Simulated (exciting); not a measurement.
# GaP (F-43m) in exciting: a series of runs, part 2 of 2

exciting (release sodium).

## Step 3: Band structure, PBE, spin-orbit coupling, no magnetisation

The input, input.xml:

```xml
<input>
  <title>GaP</title>
  <structure speciespath="./" tshift="false">
    <crystal scale="1">
      <basevect>0.000000000000 5.149976121136 5.149976121136</basevect>
      <basevect>5.149976121136 0.000000000000 5.149976121136</basevect>
      <basevect>5.149976121136 5.149976121136 0.000000000000</basevect>
    </crystal>
    <species speciesfile="Ga.xml" rmt="2">
      <atom coord="0.000000000000 0.000000000000 0.000000000000"/>
    </species>
    <species speciesfile="P.xml" rmt="2">
      <atom coord="0.750000000000 0.750000000000 0.750000000000"/>
    </species>
  </structure>
  <groundstate do="fromscratch" ngridk="6 6 6" rgkmax="9" gmaxvr="14" lmaxapw="10" lmaxmat="10" lmaxvr="8" xctype="GGA_PBE" stype="Fermi Dirac" swidth="0.00183747" nempty="20" ValenceRelativity="iora*" epsengy="1e-05" epspot="1e-05" maxscl="60" outputlevel="high">
    <spin spinorb="true"/>
  </groundstate>
  <properties>
    <bandstructure>
      <plot1d>
        <path steps="80">
          <point coord="0 0 0" label="G"/>
          <point coord="0.5 0 0.5" label="X"/>
          <point coord="0.5 0.25 0.75" label="W"/>
          <point coord="0.375 0.375 0.75" label="K"/>
          <point coord="0 0 0" label="G"/>
          <point coord="0.5 0.5 0.5" label="L"/>
          <point coord="0.625 0.25 0.625" label="U"/>
          <point coord="0.5 0.25 0.75" label="W"/>
          <point coord="0.5 0.5 0.5" label="L"/>
          <point coord="0.375 0.375 0.75" label="K" breakafter="true"/>
          <point coord="0.625 0.25 0.625" label="U"/>
          <point coord="0.5 0 0.5" label="X"/>
        </path>
      </plot1d>
    </bandstructure>
    <chargedensityplot>
      <plot3d>
        <box grid="20 20 20">
          <origin coord="0 0 0"/>
          <point coord="1 0 0"/>
          <point coord="0 1 0"/>
          <point coord="0 0 1"/>
        </box>
      </plot3d>
    </chargedensityplot>
    <elfplot>
      <plot3d>
        <box grid="20 20 20">
          <origin coord="0 0 0"/>
          <point coord="1 0 0"/>
          <point coord="0 1 0"/>
          <point coord="0 0 1"/>
        </box>
      </plot3d>
    </elfplot>
    <exccplot>
      <plot3d>
        <box grid="20 20 20">
          <origin coord="0 0 0"/>
          <point coord="1 0 0"/>
          <point coord="0 1 0"/>
          <point coord="0 0 1"/>
        </box>
      </plot3d>
    </exccplot>
  </properties>
</input>
```

Potentials or basis: all-electron LAPW+lo, shipped species files, valence relativity iora*.

Command:

```bash
$ OMP_NUM_THREADS=1 exciting_smp
```

INFO.OUT:

```text
================================================================================
EXCITING SODIUM started
[... 10 lines left out ...]

 Lattice vectors (cartesian) :
      0.0000000000      5.1499761211      5.1499761211
      5.1499761211      0.0000000000      5.1499761211
      5.1499761211      5.1499761211      0.0000000000

 Reciprocal lattice vectors (cartesian) :
     -0.6100208195      0.6100208195      0.6100208195
      0.6100208195     -0.6100208195      0.6100208195
      0.6100208195      0.6100208195     -0.6100208195

 Unit cell volume                           :     273.1779500546
 Brillouin zone volume                      :       0.9080169662

 Species :    1 (Ga)
     parameters loaded from                 :    Ga.xml
     name                                   :    gallium
     nuclear charge                         :     -31.00000000
     electronic charge                      :      31.00000000
     atomic mass                            :  127097.25380000
     muffin-tin radius                      :       2.00000000
     # of radial points in muffin-tin       :     350

     atomic positions (lattice) :
       1 :   0.00000000  0.00000000  0.00000000

 Species :    2 (P)
     parameters loaded from                 :    P.xml
     name                                   :    phosphorus
     nuclear charge                         :     -15.00000000
     electronic charge                      :      15.00000000
     atomic mass                            :   56461.71408000
     muffin-tin radius                      :       2.00000000
     # of radial points in muffin-tin       :     300

     atomic positions (lattice) :
       1 :   0.75000000  0.75000000  0.75000000

 Total number of atoms per unit cell        :       2

 Spin treatment                             :    spin-polarised
 Spin-orbit coupling is included
 Global magnetic field (cartesian) :        0.00000000   0.00000000   0.00000000
 non-collinear magnetisation

 Number of Bravais lattice symmetries       :      48
 Number of crystal symmetries               :      24

 k-point grid                               :       6    6    6
 Total number of k-points                   :      22
 k-point set is reduced with crystal symmetries

 R^MT_min * |G+k|_max (rgkmax)              :       9.00000000
 Species with R^MT_min                      :       1 (Ga)
 Maximum |G+k| for APW functions            :       4.50000000
 Maximum |G| for potential and density      :      14.00000000
 Polynomial order for pseudochg. density    :       9

 G-vector grid sizes                        :      36    36    36
 Total number of G-vectors                  :   12627

 Maximum angular momentum used for
     APW functions                          :      10
     computing H and O matrix elements      :      10
     potential and density                  :       8
     inner part of muffin-tin               :       2

 Total nuclear charge                       :     -46.00000000
 Total electronic charge                    :      46.00000000
 Total core charge                          :      28.00000000
 Total valence charge                       :      18.00000000

 Effective Wigner radius, r_s               :       1.12339650

 Number of empty states                     :      20
 Total number of valence states             :      60

 Maximum Hamiltonian size                   :     462
 Maximum number of plane-waves              :     444
 Total number of local-orbitals             :      18

 Exchange-correlation type                  :      20
[... 13 lines left out ...]
* Groundstate module started                                                   *
********************************************************************************
 Output level for this task is set to high

++++++++++++++++++++++++++++++++++++++++++++++++++++++++++++++++++++++++++++++++
[... 5 lines left out ...]
+ SCF iteration number :    1                                                  +
++++++++++++++++++++++++++++++++++++++++++++++++++++++++++++++++++++++++++++++++
 Total energy                               :     -2285.33184327
 _______________________________________________________________
 Fermi energy                               :         0.20221666
 Kinetic energy                             :      2326.88909575
 Coulomb energy                             :     -4513.29530175
 Exchange energy                            :       -96.83008092
 Correlation energy                         :        -2.09555635
 No external B-field energy in total energy
 Sum of eigenvalues                         :     -1305.58885758
 Effective potential energy                 :     -3632.47795333
 Coulomb potential energy                   :     -3504.02742973
 xc potential energy                        :      -128.45052360
 xc effective B-field energy                :        -0.00000000
[... 600 lines left out ...]
 RMS change in effective potential (target) :  0.178342E-08  ( 0.100000E-04)
 Absolute change in total energy   (target) :  0.385146E-06  ( 0.100000E-04)
 Charge distance                   (target) :  0.851760E-09  ( 0.100000E-04)

++++++++++++++++++++++++++++++++++++++++++++++++++++++++++++++++++++++++++++++++
| Convergency criteria checked for the last 2 iterations                       +
| Convergence targets achieved. Performing final SCF iteration                 +
++++++++++++++++++++++++++++++++++++++++++++++++++++++++++++++++++++++++++++++++
 Total energy                               :     -2286.25361791
 _______________________________________________________________
 Fermi energy                               :         0.21489852
 Kinetic energy                             :      2325.97559115
 Coulomb energy                             :     -4513.30279425
 Exchange energy                            :       -96.82794149
 Correlation energy                         :        -2.09847332
 No external B-field energy in total energy
 Sum of eigenvalues                         :     -1305.59995311
 Effective potential energy                 :     -3631.57554427
 Coulomb potential energy                   :     -3503.12240145
 xc potential energy                        :      -128.45314282
 xc effective B-field energy                :        -0.00000000
 External B-field energy                    :         0.00000000
 Hartree energy                             :       746.68954917
 Electron-nuclear energy                    :     -4996.50149980
[... 25 lines left out ...]
 Estimated fundamental gap                  :         0.05980251
        valence-band maximum at    1      0.0000  0.0000  0.0000
     conduction-band minimum at   16      0.5000  0.5000  0.0000

++++++++++++++++++++++++++++++++++++++++++++++++++++++++++++++++++++++++++++++++
[... 9 lines left out ...]
| EXCITING SODIUM stopped                                                      =
================================================================================
```

stdout:

```text
Info(rhoplot):
 3D spin-dependent density plot written to RHO3D.xml

Info(potplot):
 3D Coulomb potential plot written to VCL3D.xml
 3D exchange-correlation potential plot written to VXC3D.xml

Info(elfplot): 3D ELF plot written to ELF3D.xml

Info(bandstr):
 band structure plot written to BAND.OUT

 Fermi energy is at zero in plot

 Vertex location lines written to BANDLINES.OUT
```

LINENGY.OUT:

```text
Species :    1 (Ga), atom :    1
 APW functions :
  l =  0, order =  1 :   0.1500000000
  l =  1, order =  1 :   0.5025000000
  l =  2, order =  1 :  -0.3362500000
  l =  3, order =  1 :   0.1500000000
  l =  3, order =  2 :   0.1500000000
  l =  4, order =  1 :   0.1500000000
[... 11 lines left out ...]
  l = 10, order =  1 :   0.1500000000
  l = 10, order =  2 :   0.1500000000
 local-orbital functions :
  l.o. =  1, l =  0, order =  1 :   0.1500000000
  l.o. =  1, l =  0, order =  2 :   0.1500000000
  l.o. =  2, l =  1, order =  1 :   0.5025000000
  l.o. =  2, l =  1, order =  2 :   0.5025000000
  l.o. =  3, l =  2, order =  1 :  -0.3362500000
  l.o. =  3, l =  2, order =  2 :  -0.3362500000
  l.o. =  4, l =  2, order =  1 :  -0.3362500000
  l.o. =  4, l =  2, order =  2 :  -0.3362500000
  l.o. =  4, l =  2, order =  3 :  -0.3343500000

Species :    2 (P), atom :    1
 APW functions :
  l =  0, order =  1 :   0.1500000000
  l =  1, order =  1 :   0.1500000000
  l =  2, order =  1 :   0.1500000000
  l =  2, order =  2 :   0.1500000000
  l =  3, order =  1 :   0.1500000000
  l =  3, order =  2 :   0.1500000000
[... 12 lines left out ...]
  l = 10, order =  1 :   0.1500000000
  l = 10, order =  2 :   0.1500000000
 local-orbital functions :
  l.o. =  1, l =  0, order =  1 :   0.1500000000
  l.o. =  1, l =  0, order =  2 :   0.1500000000
  l.o. =  2, l =  1, order =  1 :   0.1500000000
  l.o. =  2, l =  1, order =  2 :   0.1500000000
```

It took 3.1 min on 1 thread of Arm Neoverse V1, shared host; peak memory 0.18 GiB.

Results:

- Band gap on the k mesh: 1.63 eV, indirect (least direct gap 1.79 eV)
- Band gap along the path: 1.57 eV, indirect (least direct gap 1.79 eV)
- All electrons inside the program's atomic spheres: Ga 28.83; P 12.80 (radii Ga 2.0, P 2.0 bohr)

Levels at the corners of the path, in eV from the valence-band top:
```csv
point,band 14,band 15,band 16,band 17,band 18,band 19,band 20,band 21,band 22,band 23
Γ,-0.08,0.00,0.00,0.00,0.00,1.79,1.79,3.74,3.74,3.90
X,-6.79,-2.72,-2.72,-2.70,-2.70,1.63,1.63,1.80,1.80,10.50
W,-6.58,-3.61,-3.59,-3.47,-3.42,4.68,4.68,4.82,4.85,6.01
K,-6.58,-3.97,-3.95,-2.28,-2.28,2.16,2.16,4.77,4.77,8.18
Γ,-0.08,0.00,0.00,0.00,0.00,1.79,1.79,3.74,3.74,3.90
L,-6.66,-1.18,-1.18,-1.11,-1.11,1.64,1.64,4.65,4.65,4.71
U,-6.58,-3.97,-3.95,-2.28,-2.28,2.16,2.16,4.77,4.77,8.18
W,-6.58,-3.61,-3.59,-3.47,-3.42,4.68,4.68,4.82,4.85,6.01
L,-6.66,-1.18,-1.18,-1.11,-1.11,1.64,1.64,4.65,4.65,4.71
K,-6.58,-3.97,-3.95,-2.28,-2.28,2.16,2.16,4.77,4.77,8.18
U,-6.58,-3.97,-3.95,-2.28,-2.28,2.16,2.16,4.77,4.77,8.18
X,-6.79,-2.72,-2.72,-2.70,-2.70,1.63,1.63,1.80,1.80,10.50
```

Caveat: total energies with spin-orbit coupling aren't reliable in this program, so none is listed and the log's shouldn't be used.

## Step 4: The reference run

An earlier run on the cell as given: functional PBE; potentials or basis all-electron LAPW+lo, shipped species files, valence relativity iora*; rgkmax 9; k mesh 8 × 8 × 8; occupations fermi-dirac, width 0.05 eV; no spin polarisation.

- Band gap on the k mesh: 1.65 eV, indirect (least direct gap 1.82 eV)
- All electrons inside the program's atomic spheres: Ga 28.83; P 12.80 (radii Ga 2.0, P 2.0 bohr)

## Step 5: The runs side by side

```csv
task,spin,k mesh,outputlevel,nempty,gap on the mesh (eV)
band structure,off,8 × 8 × 8,high,10,1.65
band structure,"SOC, no magnetisation",6 × 6 × 6,high,20,1.63
single point,off,8 × 8 × 8,-,10,1.65
```

Alike in all rows: level PBE; potentials or basis all-electron LAPW+lo, shipped species files, valence relativity iora*; cell as given; smearing fermi-dirac 0.05 eV; rgkmax 9.

Compare energies only between runs with the same functional and basis.

## Step 6: Against experiment

Step 2. Against the measured gap of GaP, 2.34 eV (indirect; 10 K; quoted in “Stacking defects in GaP nanowires: Electronic structure and optical properties”, 2018, arxiv:1810.01194), the calculated 1.60 eV is off by -0.74 eV. Spin-orbit coupling on Ga is left out. The value is that of PBE, without temperature or zero-point motion. Semilocal functionals fall short of measured gaps as a rule.

Step 3. Against the measured gap of GaP, 2.34 eV (indirect; 10 K; quoted in “Stacking defects in GaP nanowires: Electronic structure and optical properties”, 2018, arxiv:1810.01194), the calculated 1.57 eV is off by -0.77 eV. The value is that of PBE, without temperature or zero-point motion. Semilocal functionals fall short of measured gaps as a rule.
